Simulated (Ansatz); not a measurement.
# Silicon, dhcp under LDA: from relaxation to bulk modulus, part 1 of 2

The plan for silicon in the dhcp structure: relax it, solve it on a dense k-mesh, then scale the cell to 7 volumes from 88 to 112 % of the relaxed one and try a fit of the equation of state. Spin polarisation is left out. The k-meshes are 13×13×4 for the relaxation; 18×18×5 for the dense run; 15×15×4 for the volumes.

Program: Ansatz 0.2.0. Level of theory: DFT LDA (PW92), plane waves (420 eV) with PAW, scalar-relativistic; PBE-made PAW files. These are calculated values, not measurements.

## Step 1: Starting point

The structure is hexagonal, space group P6_3/mmc (No. 194). Conventional cell: a = 2.769 Å, b = 2.769 Å, c = 9.044 Å, α = 90.00°, β = 90.00°, γ = 120.00°. Around Si (site symmetry -3m) lie 12 Si at 2.77 Å. Si (site symmetry -6m2) has 12 Si at 2.77 Å as nearest neighbours.

As a file:

```
Si
1.0
     2.76918    0.00000    0.00000
    -1.38459    2.39818    0.00000
     0.00000    0.00000    9.04413
Si
4
Direct
  0.00000 0.00000 0.00000
  0.00000 0.00000 0.50000
  0.33333 0.66667 0.25000
  0.66667 0.33333 0.75000
```

## Step 2: Geometry optimisation

input.yaml reads:

```yaml
crystal:
  lattice:
    - [2.7691764586, 0.0, 0.0]
    - [-1.3845882293, 2.3981771607, 0.0]
    - [0.0, 0.0, 9.0441303138]
  atoms:
    - { symbol: Si, position: [0.0, 0.0, 0.0] }
    - { symbol: Si, position: [0.0, 0.0, 0.5] }
    - { symbol: Si, position: [0.3333333333, 0.6666666667, 0.25] }
    - { symbol: Si, position: [0.6666666667, 0.3333333333, 0.75] }
hamiltonian:
  xc: lda
  pseudopotentials:
    kind: paw
    azcp:
      Si: "pseudopotentials/Si.paw.azcp"
basis:
  ecutwfc: 420
  fft_grid_basis: typed
kpoints:
  mp_grid: { grid: [13, 13, 4], shift: [0, 0, 0] }
magnetization:
  spin_polarized: false
scf:
  occupations: { method: fermi_dirac, width: 0.1 }
relax:
  max_steps: 60
  f_tol: 0.01
  cell: {}
```

The log of the run (excerpt; [...] marks lines left out):

```text
Warning: <dir> the record states the generating functional pbe (its physics header spells it `PBE`), which answers neither for hamiltonian.xc's functional nor for the lda family's — results may be inconsistent (PPs are generated against a specific XC)
Warning: RAYON_NUM_THREADS=2 ignored (pool sized by the plan → 2); use --threads N
[...]
Pseudopotentials: kind: paw
Pseudopotential: Si, paw, valence charge 4, recommended cutoff 420 eV (normal), <dir>
Functional definition: SPW92
[...]
Crystal: 4 atoms, lattice volume = 60.062 Å³
Basis set: ecut = 420 eV, 1183 PW (Γ)
Bands: 12, of which v1, the nominal top of the filled ones, is band 8 counted from 1 (7 counted from 0)
Symmetry: 24 space group operations
Space group: P63/mmc (ITA 194), of the structure as read, at distance tolerance 3.9e-5 Å
k-points: 63 of 676
[...]
SCF iter   1: F=—  HF=-2432.780408 eV  |F-HF|=—  |Δ(HF+E_count)|=         —  Δρ=4.59e-3  dr2=1.07e-2  ethr=1.77e-3  ⟨swp⟩=6.2  Hψ=11428  notcnv=0
[...]
relax step   1: F+E_penalty+E_count = -2432.77593330 eV  Δ(F+E_penalty+E_count) = +0.000e0 eV  max|allowed force component| = 2.914e-16 eV/Å  Δτ_max = 0.0000 Å  P = -6.197 GPa  Ω = 60.062 Å³  (6 SCF iters, dr2 threshold 1.00e-7 eV, accepted)
[...]
relax step   6: F+E_penalty+E_count = -2432.87294988 eV  Δ(F+E_penalty+E_count) = -1.009e-5 eV  max|allowed force component| = 2.220e-16 eV/Å  Δτ_max = 0.0000 Å  P = +0.001 GPa  Ω = 55.537 Å³  energy of the carried Pulay correction = +6.181e-6 eV  (7 SCF iters, accepted)
[...]
relax step   7: F+E_penalty+E_count = -2432.87294411 eV  Δ(F+E_penalty+E_count) = +5.767e-6 eV  max|allowed force component| = 2.220e-16 eV/Å  Δτ_max = 0.0000 Å  P = +0.001 GPa  Ω = 55.537 Å³  stress off target by 2.45e-3 GPa  SCF on the basis re-selected at this cell (its energy is not [...]
SCF converged after 6 iterations
Free energy (F): -2432.872944 eV
[...]
E sigma→0 (E₀):  -2432.848893 eV
Entropy (-TS):   -0.048101 eV (-12.025 meV/atom)
Fermi energy:    11.044353 eV
[...]
--- Forces (eV/Å), atoms counted from 1 ---
  atom   1  Si     0.00000000    -0.00000000     0.00000000
  atom   2  Si    -0.00000000    -0.00000000    -0.00000000
  atom   3  Si    -0.00000000     0.00000000     0.00000000
  atom   4  Si     0.00000000    -0.00000000     0.00000000
[...]
--- Stress (GPa, compression-positive) ---
        0.001988       0.000000       0.000000
        0.000000       0.001988       0.000000
        0.000000       0.000000      -0.002447
  P = ⅓ Tr σ = 0.0005 GPa (0.005 kbar)
--- Relaxed structure (5 steps of the walk, 5 accepted, 2 SCFs on fresh bases) ---
  F+E_penalty+E_count = -2432.87294411 eV   max|allowed force component| = 2.220e-16 eV/Å   (the final SCF, on the basis selected at the relaxed cell)
  cell:  # Å, volume = 55.5371 Å³
    - [2.6836668788794475, 0.0, 0.0]
    - [-1.3418334394397238, 2.324123692404498, 0.0]
    - [0.0, 0.0, 8.90420953897778]
  atoms:
    - { symbol: Si, position: [1.4241409662078474e-34, 1.522507280138221e-34, -1.1357229510937363e-34] }
    - { symbol: Si, position: [-9.471952925025984e-36, 8.030807631498311e-35, 0.49999999999999994] }
    - { symbol: Si, position: [0.3333333333333333, 0.6666666666666667, 0.24999999999999997] }
    - { symbol: Si, position: [0.6666666666666667, 0.3333333333333333, 0.7499999999999999] }
```

Wall time 11 s (2 threads of Arm Neoverse V1, shared host); peak memory 0.34 GiB.

The steps of the relaxation:

| step | energy change (meV/atom) | largest force (eV/Å) | pressure (GPa) | volume (Å³/atom) |
| --- | --- | --- | --- | --- |
| 1 | 0.00 | 0.0000 | -6.20 | 15.015 |
| 2 | -23.53 | 0.0000 | -1.14 | 14.064 |
| 3 | -24.48 | 0.0000 | 0.23 | 13.856 |
| 4 | -24.49 | 0.0000 | 0.01 | 13.889 |
| 5 | -24.25 | 0.0000 | -0.03 | 13.889 |
| 6 | -24.25 | 0.0000 | 0.00 | 13.884 |
| 7 | -24.25 | 0.0000 | 0.00 | 13.884 |

Steps that repeat a cell are solved on a basis chosen anew, so their changes of energy are no gain of the relaxation.

Changes in the cell that was computed:

|  | before | after | change |
| --- | --- | --- | --- |
| a (Å) | 2.769 | 2.684 | -3.1 % |
| b (Å) | 2.769 | 2.684 | -3.1 % |
| c (Å) | 9.044 | 8.904 | -1.5 % |
| volume (Å³/atom) | 15.015 | 13.884 | -7.5 % |
| shortest distance (Å) | 2.769 | 2.684 | -3.1 % |
| space group (spins left aside) | P6_3/mmc | P6_3/mmc | same |

## Step 3: Single point on a dense mesh

input.yaml reads:

```yaml
crystal:
  lattice:
    - [2.6836668789, 0.0, 0.0]
    - [-1.3418334394, 2.3241236924, 0.0]
    - [0.0, 0.0, 8.904209539]
  atoms:
    - { symbol: Si, position: [0.0, 0.0, 1.0] }
    - { symbol: Si, position: [1.0, 0.0, 0.5] }
    - { symbol: Si, position: [0.3333333333, 0.6666666667, 0.25] }
    - { symbol: Si, position: [0.6666666667, 0.3333333333, 0.75] }
hamiltonian:
  xc: lda
  pseudopotentials:
    kind: paw
    azcp:
      Si: "pseudopotentials/Si.paw.azcp"
basis:
  ecutwfc: 420
  fft_grid_basis: typed
kpoints:
  mp_grid: { grid: [18, 18, 5], shift: [0, 0, 0] }
magnetization:
  spin_polarized: false
scf:
  occupations: { method: fermi_dirac, width: 0.1 }
```

The log of the run (excerpt; [...] marks lines left out):

```text
Warning: <dir> the record states the generating functional pbe (its physics header spells it `PBE`), which answers neither for hamiltonian.xc's functional nor for the lda family's — results may be inconsistent (PPs are generated against a specific XC)
Warning: RAYON_NUM_THREADS=2 ignored (pool sized by the plan → 2); use --threads N
[...]
Pseudopotentials: kind: paw
Pseudopotential: Si, paw, valence charge 4, recommended cutoff 420 eV (normal), <dir>
Functional definition: SPW92
[...]
Crystal: 4 atoms, lattice volume = 55.537 Å³
Basis set: ecut = 420 eV, 1091 PW (Γ)
Bands: 12, of which v1, the nominal top of the filled ones, is band 8 counted from 1 (7 counted from 0)
Symmetry: 24 space group operations
Space group: P63/mmc (ITA 194), of the structure as read, at distance tolerance 3.8e-5 Å
k-points: 111 of 1620
[...]
SCF iter   1: F=—  HF=-2432.881168 eV  |F-HF|=—  |Δ(HF+E_count)|=         —  Δρ=4.48e-3  dr2=8.39e-3  ethr=1.77e-3  ⟨swp⟩=6.2  Hψ=20240  notcnv=0  defer=3
[...]
SCF iter   6: F=-2432.877965 eV  HF=-2432.877965 eV  |F-HF|=3.08e-10  |Δ(HF+E_count)|=   1.57e-9  Δρ=5.88e-7  dr2=4.00e-10  ethr=3.87e-11  ⟨swp⟩=1.0  Hψ=4366  notcnv=0
[...]
SCF converged after 6 iterations
Free energy (F): -2432.877965 eV
[...]
E sigma→0 (E₀):  -2432.851857 eV
Entropy (-TS):   -0.052217 eV (-13.054 meV/atom)
Fermi energy:    11.076830 eV
[...]
```

Run time: 2.5 s. Hardware: 2 threads of Arm Neoverse V1, shared host; peak memory 0.35 GiB.

## Step 4: Volume × 0.88

input.yaml: that of step 3 with these lines changed.

```diff
@@ -2,5 +2,5 @@
   lattice:
-    - [2.6836668789, 0.0, 0.0]
-    - [-1.3418334394, 2.3241236924, 0.0]
-    - [0.0, 0.0, 8.904209539]
+    - [2.5717149546, 0.0, 0.0]
+    - [-1.2858574773, 2.227170482, 0.0]
+    - [0.0, 0.0, 8.5327612793]
   atoms:
@@ -20,3 +20,3 @@
 kpoints:
-  mp_grid: { grid: [18, 18, 5], shift: [0, 0, 0] }
+  mp_grid: { grid: [15, 15, 4], shift: [0, 0, 0] }
 magnetization:
@@ -25 +25,8 @@
   occupations: { method: fermi_dirac, width: 0.1 }
+  lower_state_search: "off"
+output:
+  stress: true
+  write_density: true
+  write_potential: true
+  elf: true
+  volumetric_format: npy
```

The log of the run (excerpt; [...] marks lines left out):

```text
Warning: <dir> the record states the generating functional pbe (its physics header spells it `PBE`), which answers neither for hamiltonian.xc's functional nor for the lda family's — results may be inconsistent (PPs are generated against a specific XC)
Warning: RAYON_NUM_THREADS=2 ignored (pool sized by the plan → 2); use --threads N
[...]
Pseudopotentials: kind: paw
Pseudopotential: Si, paw, valence charge 4, recommended cutoff 420 eV (normal), <dir>
Functional definition: SPW92
[...]
Crystal: 4 atoms, lattice volume = 48.873 Å³
Basis set: ecut = 420 eV, 995 PW (Γ)
Bands: 12, of which v1, the nominal top of the filled ones, is band 8 counted from 1 (7 counted from 0)
Symmetry: 24 space group operations
Space group: P63/mmc (ITA 194), of the structure as read, at distance tolerance 3.7e-5 Å
k-points: 81 of 900
[...]
SCF iter   1: F=—  HF=-2432.581201 eV  |F-HF|=—  |Δ(HF+E_count)|=         —  Δρ=3.91e-3  dr2=4.57e-3  ethr=1.77e-3  ⟨swp⟩=6.3  Hψ=14987  notcnv=0  defer=3
[...]
SCF iter   6: F=-2432.580526 eV  HF=-2432.580526 eV  |F-HF|=9.41e-11  |Δ(HF+E_count)|=  7.69e-10  Δρ=9.33e-7  dr2=3.60e-10  ethr=7.68e-11  ⟨swp⟩=6.7  Hψ=7060  notcnv=0
[...]
SCF converged after 6 iterations
Free energy (F): -2432.580526 eV
[...]
E sigma→0 (E₀):  -2432.553781 eV
Entropy (-TS):   -0.053489 eV (-13.372 meV/atom)
Fermi energy:    12.991841 eV
[...]
--- Stress (GPa, compression-positive) ---
       14.258059       0.000000       0.000000
        0.000000      14.258059       0.000000
        0.000000       0.000000      17.511104
  P = ⅓ Tr σ = 15.3424 GPa (153.424 kbar)
--- Band table (eV; the first three rows and the last of 81) ---
  k-point 0: bands = ["-3.0571", "-1.0774", "-1.0732", "4.6238", "4.8769", "14.0629", "14.0631", "22.8334", "22.8334", "23.2666", "23.2666", "24.4314", "24.4314", "24.8325", "24.8325", "24.9753"]
[...]
```

Run time: 3 s. Hardware: 2 threads of Arm Neoverse V1, shared host; peak memory 0.33 GiB.

Density in a lattice plane of the grid's cell (edges 2.57 and 8.53 Å, at 0.000 of the third edge), which holds Si.

Ten even steps from '0' (0.04 e/Å³) to '9' (0.42 e/Å³):
```
57987897
99865689
77766677
66899986
67999997
66899986
77666667
99865689
57987897
03898983
57987897
99865689
77666667
66899986
67999997
66899986
77766677
99865689
57987897
03898983
```
Columns run along the first of these edges and rows up along the second, over one cell in 8 and 20 even steps from the bottom left corner. Atoms in the plane (fractional): Si at (0.00, 0.00), Si at (0.00, 0.50).

ELF in the same plane.

Ten even steps from ' ' (0.32) to '@' (0.66):
```
  ::####++####::
@@@@##--..--##@@
++++++======++++
..--##%%%%%%##--
..==%%@@%%@@%%==
..--##%%%%%%##--
++++++======++++
@@@@##--..--##@@
  ::####++####::
##  ++@@%%@@++  
  ::####++####::
@@@@##--..--##@@
++++++======++++
..--##%%%%%%##--
..==%%@@%%@@%%==
..--##%%%%%%##--
++++++======++++
@@@@##--..--##@@
  ::####++####::
@@  ++@@%%@@++  
```
Columns run along the first of these edges and rows up along the second, over one cell in 8 and 20 even steps from the bottom left corner. Atoms in the plane (fractional): Si at (0.00, 0.00), Si at (0.00, 0.50).

Both are smooth fields of the valence electrons: close to the nuclei they are not physical.

The highest ELF values outside the cores: 0.68 beside Si, off the lines to its neighbours, 0.9 Å from Si; 0.67 on the Si–Si line, 0.9 Å from Si; 0.66 in the shell around Si, 0.9 Å from Si.

## Step 5: Volume × 0.92

input.yaml: that of step 4 with these lines changed.

```diff
@@ -2,5 +2,5 @@
   lattice:
-    - [2.5717149546, 0.0, 0.0]
-    - [-1.2858574773, 2.227170482, 0.0]
-    - [0.0, 0.0, 8.5327612793]
+    - [2.6101044197, 0.0, 0.0]
+    - [-1.3050522098, 2.260416734, 0.0]
+    - [0.0, 0.0, 8.6601347039]
   atoms:
```

The log of the run (excerpt; [...] marks lines left out):

```text
Warning: <dir> the record states the generating functional pbe (its physics header spells it `PBE`), which answers neither for hamiltonian.xc's functional nor for the lda family's — results may be inconsistent (PPs are generated against a specific XC)
Warning: RAYON_NUM_THREADS=2 ignored (pool sized by the plan → 2); use --threads N
[...]
Pseudopotentials: kind: paw
Pseudopotential: Si, paw, valence charge 4, recommended cutoff 420 eV (normal), <dir>
Functional definition: SPW92
[...]
Crystal: 4 atoms, lattice volume = 51.094 Å³
Basis set: ecut = 420 eV, 1019 PW (Γ)
Bands: 12, of which v1, the nominal top of the filled ones, is band 8 counted from 1 (7 counted from 0)
Symmetry: 24 space group operations
Space group: P63/mmc (ITA 194), of the structure as read, at distance tolerance 3.7e-5 Å
k-points: 81 of 900
[...]
SCF iter   1: F=—  HF=-2432.749418 eV  |F-HF|=—  |Δ(HF+E_count)|=         —  Δρ=4.06e-3  dr2=5.50e-3  ethr=1.77e-3  ⟨swp⟩=6.1  Hψ=14860  notcnv=0  defer=3
[...]
SCF iter   6: F=-2432.747984 eV  HF=-2432.747984 eV  |F-HF|=1.97e-10  |Δ(HF+E_count)|=   3.96e-9  Δρ=9.75e-7  dr2=4.36e-10  ethr=9.91e-11  ⟨swp⟩=6.9  Hψ=7073  notcnv=0
[...]
SCF converged after 6 iterations
Free energy (F): -2432.747984 eV
[...]
E sigma→0 (E₀):  -2432.720166 eV
Entropy (-TS):   -0.055637 eV (-13.909 meV/atom)
Fermi energy:    12.307064 eV
[...]
--- Stress (GPa, compression-positive) ---
        7.988377      -0.000000      -0.000000
        0.000000       7.988377      -0.000000
       -0.000000      -0.000000      11.140140
  P = ⅓ Tr σ = 9.0390 GPa (90.390 kbar)
--- Band table (eV; the first three rows and the last of 81) ---
  k-point 0: bands = ["-3.2888", "-1.3665", "-1.3627", "4.0927", "4.5092", "13.3642", "13.3642", "21.7676", "21.7676", "22.2465", "22.2465", "23.2448", "23.2448", "23.9769", "23.9769", "24.0202"]
[...]
```

Run time: 2.5 s. Hardware: 2 threads of Arm Neoverse V1, shared host; peak memory 0.33 GiB.

(Continued in part 2 of 2.)
